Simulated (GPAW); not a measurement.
# CdTe (F-43m) in GPAW: notebook, part 2 of 2

GPAW 26.7.0. The steps go on from the part before.

## 3. Relaxation of cell and atoms, PBEsol, target pressure 10 GPa, at which the enthalpy is minimised

run.py

```python
from ase import Atoms
from ase.filters import FrechetCellFilter
from ase.io import write
from ase.optimize import BFGS
from ase.units import GPa
from gpaw import GPAW, PW, setup_paths

setup_paths.insert(0, '.')

atoms = Atoms(['Te', 'Cd'],
              cell=[[0.0, 3.205, 3.205],
                    [3.205, 0.0, 3.205],
                    [3.205, 3.205, 0.0]],
              scaled_positions=[[0.75, 0.75, 0.75],
                                [0.0, 0.0, 0.0]],
              pbc=True)

calc = GPAW(mode=PW(600),
            xc='PBEsol',
            kpts={'size': (7, 7, 7), 'gamma': True},
            occupations={'name': 'fermi-dirac', 'width': 0.05},
            nbands=18,
            convergence={'density': 1e-05, 'forces': 0.0001},
            maxiter=150,
            txt='gpaw.txt')
atoms.calc = calc
opt = BFGS(FrechetCellFilter(atoms, scalar_pressure=10 * GPa), trajectory='relax.traj', logfile='-')
done = opt.run(fmax=0.02, steps=60)
calc.write('gs.gpw')
write('result.traj', atoms)
print('Converged:', done)
print('Cell:', atoms.cell.cellpar().round(4))
print('Volume:', round(atoms.get_volume(), 4))
print(atoms.get_scaled_positions().round(5))
```

Potentials or basis: PAW data sets generated in the run's folder for this functional, pw.

The run is started by

```bash
gpaw-setup -f PBEsol Cd Te
OMP_NUM_THREADS=1 python run.py
```

gpaw.txt:

```text
__  _  _
 | _ |_)|_||  |
 |__||  | ||/\| - 26.7.0

Input parameters:
  mode=PW(ecut=600.0),
  convergence={'density': 1e-05, 'forces': 0.0001},
  kpts=MonkhorstPack(size=(7, 7, 7), gamma=True),
  maxiter=150,
  nbands=18,
  occupations=Occupations(name='fermi-dirac', width=0.05),
  xc=XC(name='PBEsol')

Diagonalizing LCAO Hamiltonian
Converting LCAO to pw mode

                      Te

       Cd

Atoms  # Å, Bohr magnetons
|   | symbol |        x |        y |        z |    initial magnetic moments |
|---|--------|----------|----------|----------|-----------------------------|
| 0 |     Te | 4.807500 | 4.807500 | 4.807500 | ( 0.0000,  0.0000,  0.0000) |
| 1 |     Cd | 0.000000 | 0.000000 | 0.000000 | ( 0.0000,  0.0000,  0.0000) |

Unit cell  # Å
| periodic |        x |        y |        z |  lengths |    angles |
|----------|----------|----------|----------|----------|-----------|
|      yes | 0.000000 | 3.205000 | 3.205000 | 4.532554 | 60.000000 |
|      yes | 3.205000 | 0.000000 | 3.205000 | 4.532554 | 60.000000 |
|      yes | 3.205000 | 3.205000 | 0.000000 | 4.532554 | 60.000000 |

Number of symmetries: 24
Symmetry operations  # r_c * U_cc + t_c -> r_c
|    | kind |            matrix            |
|----|------|------------------------------|
|  0 |  E   |  1, 0, 0,  0, 1, 0,  0, 0, 1 |
|  1 |  σ   |  1, 0, 0,  0, 0, 1,  0, 1, 0 |
|  2 |  σ   |  1, 0,-1,  0, 1,-1,  0, 0,-1 |
|  3 |  C3  |  1, 0,-1,  0, 0,-1,  0, 1,-1 |
|  4 |  C3  |  1,-1, 0,  0,-1, 1,  0,-1, 0 |
|  5 |  σ   |  1,-1, 0,  0,-1, 0,  0,-1, 1 |
|  6 |  σ   |  0, 1, 0,  1, 0, 0,  0, 0, 1 |
|  7 |  C3  |  0, 1, 0,  0, 0, 1,  1, 0, 0 |
|  8 |  C2  |  0, 1,-1,  1, 0,-1,  0, 0,-1 |
[... 227 lines left out ...]
Atoms  # Å, Bohr magnetons
|   | symbol |        x |         y |         z |    initial magnetic moments |
|---|--------|----------|-----------|-----------|-----------------------------|
| 0 |     Te | 4.746222 |  4.746222 |  4.746222 | ( 0.0000,  0.0000,  0.0000) |
[... 262 lines left out ...]
Number of symmetries: 24
Symmetry operations  # r_c * U_cc + t_c -> r_c
|    | kind |            matrix            |
|----|------|------------------------------|
|  0 |  E   |  1, 0, 0,  0, 1, 0,  0, 0, 1 |
|  1 |  σ   |  1, 0, 0,  0, 0, 1,  0, 1, 0 |
|  2 |  σ   |  1, 0,-1,  0, 1,-1,  0, 0,-1 |
|  3 |  C3  |  1, 0,-1,  0, 0,-1,  0, 1,-1 |
|  4 |  C3  |  1,-1, 0,  0,-1, 1,  0,-1, 0 |
|  5 |  σ   |  1,-1, 0,  0,-1, 0,  0,-1, 1 |
|  6 |  σ   |  0, 1, 0,  1, 0, 0,  0, 0, 1 |
|  7 |  C3  |  0, 1, 0,  0, 0, 1,  1, 0, 0 |
|  8 |  C2  |  0, 1,-1,  1, 0,-1,  0, 0,-1 |
[... 227 lines left out ...]
Atoms  # Å, Bohr magnetons
|   | symbol |        x |         y |         z |    initial magnetic moments |
|---|--------|----------|-----------|-----------|-----------------------------|
| 0 |     Te | 4.600557 |  4.600557 |  4.600557 | ( 0.0000,  0.0000,  0.0000) |
| 1 |     Cd | 0.000000 | -0.000000 | -0.000000 | ( 0.0000,  0.0000,  0.0000) |

Unit cell  # Å
| periodic |        x |        y |        z |  lengths |    angles |
|----------|----------|----------|----------|----------|-----------|
|      yes | 0.000000 | 3.067038 | 3.067038 | 4.337447 | 60.000000 |
|      yes | 3.067038 | 0.000000 | 3.067038 | 4.337447 | 60.000000 |
|      yes | 3.067038 | 3.067038 | 0.000000 | 4.337447 | 60.000000 |

Number of symmetries: 24
Symmetry operations  # r_c * U_cc + t_c -> r_c
|    | kind |            matrix            |
|----|------|------------------------------|
|  0 |  E   |  1, 0, 0,  0, 1, 0,  0, 0, 1 |
|  1 |  σ   |  1, 0, 0,  0, 0, 1,  0, 1, 0 |
|  2 |  σ   |  1, 0,-1,  0, 1,-1,  0, 0,-1 |
|  3 |  C3  |  1, 0,-1,  0, 0,-1,  0, 1,-1 |
|  4 |  C3  |  1,-1, 0,  0,-1, 1,  0,-1, 0 |
|  5 |  σ   |  1,-1, 0,  0,-1, 0,  0,-1, 1 |
|  6 |  σ   |  0, 1, 0,  1, 0, 0,  0, 0, 1 |
|  7 |  C3  |  0, 1, 0,  0, 0, 1,  1, 0, 0 |
|  8 |  C2  |  0, 1,-1,  1, 0,-1,  0, 0,-1 |
[... 227 lines left out ...]
Atoms  # Å, Bohr magnetons
|   | symbol |        x |         y |         z |    initial magnetic moments |
|---|--------|----------|-----------|-----------|-----------------------------|
| 0 |     Te | 4.598309 |  4.598309 |  4.598309 | ( 0.0000,  0.0000,  0.0000) |
| 1 |     Cd | 0.000000 | -0.000000 | -0.000000 | ( 0.0000,  0.0000,  0.0000) |

Unit cell  # Å
| periodic |        x |        y |         z |  lengths |    angles |
|----------|----------|----------|-----------|----------|-----------|
|      yes | 0.000000 | 3.065540 |  3.065540 | 4.335328 | 60.000000 |
|      yes | 3.065540 | 0.000000 |  3.065540 | 4.335328 | 60.000000 |
|      yes | 3.065540 | 3.065540 | -0.000000 | 4.335328 | 60.000000 |

Number of symmetries: 24
Symmetry operations  # r_c * U_cc + t_c -> r_c
|    | kind |            matrix            |
|----|------|------------------------------|
|  0 |  E   |  1, 0, 0,  0, 1, 0,  0, 0, 1 |
|  1 |  σ   |  1, 0, 0,  0, 0, 1,  0, 1, 0 |
|  2 |  σ   |  1, 0,-1,  0, 1,-1,  0, 0,-1 |
|  3 |  C3  |  1, 0,-1,  0, 0,-1,  0, 1,-1 |
|  4 |  C3  |  1,-1, 0,  0,-1, 1,  0,-1, 0 |
|  5 |  σ   |  1,-1, 0,  0,-1, 0,  0,-1, 1 |
|  6 |  σ   |  0, 1, 0,  1, 0, 0,  0, 0, 1 |
|  7 |  C3  |  0, 1, 0,  0, 0, 1,  1, 0, 0 |
|  8 |  C2  |  0, 1,-1,  1, 0,-1,  0, 0,-1 |
[... 206 lines left out ...]
Stress tensor  # eV/Ang^3
|         x |         y |         z |
|-----------|-----------|-----------|
| -0.062404 | -0.000000 | -0.000000 |
| -0.000000 | -0.062404 |  0.000000 |
| -0.000000 |  0.000000 | -0.062404 |

Forces  # eV/Ang
|       x |        y |       z |
|---------|----------|---------|
| 0.00000 | -0.00000 | 0.00000 |  # Te   0
| 0.00000 |  0.00000 | 0.00000 |  # Cd   1

# Writing to gs.gpw (mode='')
```

stdout:

```text
Step          Energy          fmax
BFGS:    0       -1.646644        1.795946
BFGS:    1       -1.766923        1.328725
BFGS:    2       -1.893564        0.226356
BFGS:    3       -1.896867        0.022942
BFGS:    4       -1.896897        0.000325
Converged: True
Cell: [ 4.3353  4.3353  4.3353 60.     60.     60.    ]
Volume: 57.617
[[0.75 0.75 0.75]
 [0.   0.   0.  ]]
```

Wall time 59 s (1 thread of Arm Neoverse V2, shared host); peak memory 0.23 GiB.

What came out:

```
Free energy                                            : -5.4931 eV
Relaxed volume                                         : 28.81 Å³/atom
Relaxed cell                                           : a = 4.335 Å, b = 4.335 Å, c = 4.335 Å, α = 60.00°, β = 60.00°, γ = 60.00°
Space group after relaxing (to 0.05 Å)                 : F-43m (No. 216)
Energy change on relaxing (the enthalpy is what falls) : +131.6 meV/atom
Ionic steps                                            : 5
Pressure after relaxing                                : 10.0 GPa
Band gap on the k mesh                                 : 1.16 eV, direct
```

Step by step:
| step | energy change (eV) | largest force (eV/Å) | pressure (GPa) | volume (Å³) |
| --- | --- | --- | --- | --- |
| 1 | 0.0000 | 0.0000 | 1.26 | 65.84 |
| 2 | 0.0349 | 0.0000 | 3.28 | 63.36 |
| 3 | 0.3182 | 0.0000 | 11.28 | 56.79 |
| 4 | 0.2580 | 0.0000 | 9.87 | 57.70 |
| 5 | 0.2632 | 0.0000 | 10.00 | 57.62 |

Final structure:
```
Te Cd
1.0
     0.00000    3.06554    3.06554
     3.06554    0.00000    3.06554
     3.06554    3.06554    0.00000
Te Cd
1 1
Cartesian
  4.5983 4.5983 4.5983
  0.0000 0.0000 0.0000
```

Caveat: later steps reuse the first step's grids; spin-orbit coupling is left out, which moves the levels of the heavy elements.

## 4. Relaxation of cell and atoms, PBEsol, target pressure 20 GPa, at which the enthalpy is minimised

Changes to run.py since step 3:

```diff
@@ -26,3 +26,3 @@
 atoms.calc = calc
-opt = BFGS(FrechetCellFilter(atoms, scalar_pressure=10 * GPa), trajectory='relax.traj', logfile='-')
+opt = BFGS(FrechetCellFilter(atoms, scalar_pressure=20 * GPa), trajectory='relax.traj', logfile='-')
 done = opt.run(fmax=0.02, steps=60)
```

The run is started by

```bash
gpaw-setup -f PBEsol Cd Te
OMP_NUM_THREADS=1 python run.py
```

Run time: 56 s. Hardware: 1 thread of Arm Neoverse V2, shared host; peak memory 0.22 GiB.

Results (log left out):

| Property | Result |
| --- | --- |
| Free energy | -5.0145 eV |
| Relaxed volume | 26.18 Å³/atom |
| Relaxed cell | a = 4.200 Å, b = 4.200 Å, c = 4.200 Å, α = 60.00°, β = 60.00°, γ = 60.00° |
| Space group after relaxing (to 0.05 Å) | F-43m (No. 216) |
| Energy change on relaxing (the enthalpy is what falls) | +370.9 meV/atom |
| Ionic steps | 5 |
| Pressure after relaxing | 20.0 GPa |
| Band gap on the k mesh | 1.43 eV, direct |

The path:
```tsv
step	energy change (eV)	largest force (eV/Å)	pressure (GPa)	volume (Å³)
1	0.0000	0.0000	1.26	65.84
2	0.1137	0.0000	6.06	60.63
3	0.9769	0.0000	24.39	50.67
4	0.7133	0.0000	19.44	52.60
5	0.7418	0.0000	19.98	52.37
```

Final structure:
```
Te Cd
1.0
     0.00000    2.96950    2.96950
     2.96950    0.00000    2.96950
     2.96950    2.96950    0.00000
Te Cd
1 1
Cartesian
  4.4543 4.4543 4.4543
  0.0000 0.0000 0.0000
```

Levels at points of the mesh, in eV from the valence-band top:
| k point | band 7 | band 8 | band 9 | band 10 | band 11 | band 12 |
| --- | --- | --- | --- | --- | --- | --- |
| (0.00, 0.00, 0.00) | 0.00 | 0.00 | 0.00 | 1.43 | 4.22 | 4.22 |

Caveat: later steps reuse the first step's grids; the volume moved by over 15 % at a fixed basis, so the end points are rough; spin-orbit coupling is left out, which moves the levels of the heavy elements; an odd mesh through Γ misses points on the zone boundary, where band edges often lie.

## 5. Relaxation of cell and atoms, PBEsol, target pressure 30 GPa, at which the enthalpy is minimised

Changes to run.py since step 4:

```diff
@@ -26,3 +26,3 @@
 atoms.calc = calc
-opt = BFGS(FrechetCellFilter(atoms, scalar_pressure=20 * GPa), trajectory='relax.traj', logfile='-')
+opt = BFGS(FrechetCellFilter(atoms, scalar_pressure=30 * GPa), trajectory='relax.traj', logfile='-')
 done = opt.run(fmax=0.02, steps=60)
```

Potentials or basis: PAW data sets generated in the run's folder for this functional, pw.

The run is started by

```bash
gpaw-setup -f PBEsol Cd Te
OMP_NUM_THREADS=1 python run.py
```

gpaw.txt:

```text
__  _  _
 | _ |_)|_||  |
 |__||  | ||/\| - 26.7.0

Input parameters:
  mode=PW(ecut=600.0),
  convergence={'density': 1e-05, 'forces': 0.0001},
  kpts=MonkhorstPack(size=(7, 7, 7), gamma=True),
  maxiter=150,
  nbands=18,
  occupations=Occupations(name='fermi-dirac', width=0.05),
  xc=XC(name='PBEsol')

Diagonalizing LCAO Hamiltonian
Converting LCAO to pw mode

                      Te

       Cd

Atoms  # Å, Bohr magnetons
|   | symbol |        x |        y |        z |    initial magnetic moments |
|---|--------|----------|----------|----------|-----------------------------|
| 0 |     Te | 4.807500 | 4.807500 | 4.807500 | ( 0.0000,  0.0000,  0.0000) |
| 1 |     Cd | 0.000000 | 0.000000 | 0.000000 | ( 0.0000,  0.0000,  0.0000) |

Unit cell  # Å
| periodic |        x |        y |        z |  lengths |    angles |
|----------|----------|----------|----------|----------|-----------|
|      yes | 0.000000 | 3.205000 | 3.205000 | 4.532554 | 60.000000 |
|      yes | 3.205000 | 0.000000 | 3.205000 | 4.532554 | 60.000000 |
|      yes | 3.205000 | 3.205000 | 0.000000 | 4.532554 | 60.000000 |

[... 488 lines left out ...]
Interpolating wave functions to new cell

                    Te
[... 233 lines left out ...]
Gap: 1.428 eV
Transition (v -> c):
  (s=0, k=0, n=8, [0.00, 0.00, 0.00]) -> (s=0, k=16, n=9, [0.43, 0.43, 0.00])
Direct/indirect transitions are different
Direct gap: 1.734 eV
Transition at: (s=0, k=0, n=8, [0.00, 0.00, 0.00])

Stress tensor  # eV/Ang^3
|         x |         y |         z |
|-----------|-----------|-----------|
| -0.236236 |  0.000000 | -0.000000 |
|  0.000000 | -0.236236 |  0.000000 |
| -0.000000 |  0.000000 | -0.236236 |

Forces  # eV/Ang
|       x |        y |       z |
|---------|----------|---------|
| 0.00000 | -0.00000 | 0.00000 |  # Te   0
| 0.00000 | -0.00000 | 0.00000 |  # Cd   1

Interpolating wave functions to new cell

                     Te
[... 484 lines left out ...]
Gap: 1.586 eV
Transition (v -> c):
  (s=0, k=0, n=8, [0.00, 0.00, 0.00]) -> (s=0, k=16, n=9, [0.43, 0.43, 0.00])
Direct/indirect transitions are different
Direct gap: 1.623 eV
Transition at: (s=0, k=0, n=8, [0.00, 0.00, 0.00])

Stress tensor  # eV/Ang^3
|         x |         y |         z |
|-----------|-----------|-----------|
| -0.187001 | -0.000000 | -0.000000 |
| -0.000000 | -0.187001 | -0.000000 |
| -0.000000 | -0.000000 | -0.187001 |

Forces  # eV/Ang
|        x |        y |        z |
|----------|----------|----------|
|  0.00000 |  0.00000 | -0.00000 |  # Te   0
| -0.00000 | -0.00000 | -0.00000 |  # Cd   1

# Writing to gs.gpw (mode='')
```

It took 57 s on 1 thread of Arm Neoverse V2, shared host; peak memory 0.21 GiB.

Results:

```
Free energy                                            : -4.4717 eV
Relaxed volume                                         : 24.43 Å³/atom
Relaxed cell                                           : a = 4.103 Å, b = 4.103 Å, c = 4.103 Å, α = 60.00°, β = 60.00°, γ = 60.00°
Space group after relaxing (to 0.05 Å)                 : F-43m (No. 216)
Energy change on relaxing (the enthalpy is what falls) : +642.3 meV/atom
Ionic steps                                            : 5
Pressure after relaxing                                : 30.0 GPa
Band gap on the k mesh                                 : 1.59 eV, indirect (least direct gap 1.62 eV)
```

Step by step:
```
step  energy change (eV)  largest force (eV/Å)  pressure (GPa)  volume (Å³)
   1              0.0000                0.0000            1.26        65.84
   2              0.2390                0.0000            9.41        58.02
   3              1.7340                0.0000           37.85        46.72
   4              1.2280                0.0000           28.95        49.16
   5              1.2846                0.0000           29.96        48.85
```

Final structure:
```cif
data_structure
_symmetry_space_group_name_H-M 'P 1'
_symmetry_Int_Tables_number 1
_cell_length_a 4.1033
_cell_length_b 4.1033
_cell_length_c 4.1033
_cell_angle_alpha 60.000
_cell_angle_beta 60.000
_cell_angle_gamma 60.000
_cell_volume 48.85
loop_
_atom_site_label
_atom_site_type_symbol
_atom_site_fract_x
_atom_site_fract_y
_atom_site_fract_z
_atom_site_occupancy
Te1 Te 0.75000 0.75000 0.75000 1
Cd1 Cd 0.00000 0.00000 0.00000 1
```

Caveat: later steps reuse the first step's grids; the volume moved by over 15 % at a fixed basis, so the end points are rough; spin-orbit coupling is left out, which moves the levels of the heavy elements; an odd mesh through Γ misses points on the zone boundary, where band edges often lie.

## 6. Single point, LDA

run.py

```python
from ase import Atoms
from ase.dft.bandgap import bandgap
from ase.io import write
from ase.units import GPa
from gpaw import GPAW, PW

atoms = Atoms(['Te', 'Cd'],
              cell=[[0.0, 3.205, 3.205],
                    [3.205, 0.0, 3.205],
                    [3.205, 3.205, 0.0]],
              scaled_positions=[[0.75, 0.75, 0.75],
                                [0.0, 0.0, 0.0]],
              pbc=True)

calc = GPAW(mode=PW(450),
            xc='LDA',
            kpts={'size': (6, 6, 6), 'gamma': True},
            occupations={'name': 'fermi-dirac', 'width': 0.05},
            nbands=18,
            maxiter=120,
            txt='gpaw.txt')
atoms.calc = calc
energy = atoms.get_potential_energy()
forces = atoms.get_forces()
stress = atoms.get_stress()
calc.write('gs.gpw')
write('result.traj', atoms)
print(f'Energy: {energy:.6f} eV')
print('Forces (eV/A):')
print(forces.round(4))
print('Stress (GPa):', (stress / GPa).round(3))
print('Fermi level:', round(calc.get_fermi_level(), 4), 'eV')
print(f'Gap: {bandgap(calc)[0]:.4f} eV, direct: {bandgap(calc, direct=True)[0]:.4f} eV')
```

Potentials or basis: the program's PAW data sets (release 1.2.1) made for this functional, pw.

The run is started by

```bash
OMP_NUM_THREADS=1 python run.py
```

It took 15 s on 1 thread of Arm Neoverse N1, shared host; peak memory 0.14 GiB.

The run converged. Its results:

```
Free energy            : -6.2968 eV
Pressure               : -1.1 GPa
Band gap on the k mesh : 0.61 eV, direct
```

Levels at points of the mesh, in eV from the valence-band top:
```csv
k point,band 6,band 7,band 8,band 9,band 10,band 11,band 12,band 13
"(0.00, 0.00, 0.00)",-8.06,0.00,0.00,0.00,0.61,4.49,4.49,4.49
"(0.50, 0.50, 0.00)",-7.55,-4.55,-2.01,-2.01,2.38,2.55,8.79,9.16
"(0.50, 0.50, 0.50)",-7.69,-4.70,-0.84,-0.84,1.67,5.11,5.11,6.87
```

Caveat: the cutoff is short for stress and forces, so pressures can be off by a GPa or more; spin-orbit coupling is left out, which moves the levels of the heavy elements.

## 7. The runs side by side

```csv
task,level,potentials or basis,cell,k mesh,cutoff (eV),maxiter,optimizer,fmax,max steps,target pressure,gap on the mesh (eV),pressure (GPa)
relaxation of cell and atoms,PBEsol,"PAW data sets generated in the run's folder for this functional, pw",relaxed to 5 GPa,7 × 7 × 7,600,150,BFGS,0.02 eV/Å,60,5 GPa,0.95,5.0
relaxation of cell and atoms,PBEsol,"PAW data sets generated in the run's folder for this functional, pw",relaxed to 10 GPa,7 × 7 × 7,600,150,BFGS,0.02 eV/Å,60,10 GPa,1.16,10.0
relaxation of cell and atoms,PBEsol,"PAW data sets generated in the run's folder for this functional, pw",relaxed to 20 GPa,7 × 7 × 7,600,150,BFGS,0.02 eV/Å,60,20 GPa,1.43,20.0
relaxation of cell and atoms,PBEsol,"PAW data sets generated in the run's folder for this functional, pw",relaxed to 30 GPa,7 × 7 × 7,600,150,BFGS,0.02 eV/Å,60,30 GPa,1.59,30.0
single point,LDA,"the program's PAW data sets (release 1.2.1) made for this functional, pw",as given,6 × 6 × 6,450,120,-,-,-,-,0.61,-1.1
```

Alike in all rows: no spin polarisation; smearing fermi-dirac 0.05 eV.

Caveats: spin-orbit coupling is left out, which moves the levels of the heavy elements; later steps reuse the first step's grids (some runs); the volume moved by over 15 % at a fixed basis, so the end points are rough (some runs); an odd mesh through Γ misses points on the zone boundary, where band edges often lie (some runs); the cutoff is short for stress and forces, so pressures can be off by a GPa or more (some runs).

Absolute energies hang on the potentials; compare differences alone.

## 8. Comparison with measurements

Step 6. Against the measured gap of CdTe, 1.607 eV (0 K; a printed reference work, data compilation), the calculated 0.61 eV is off by -1.00 eV. Spin-orbit coupling on Cd, Te is left out. The value is that of LDA, without temperature or zero-point motion. Semilocal functionals fall short of measured gaps as a rule.
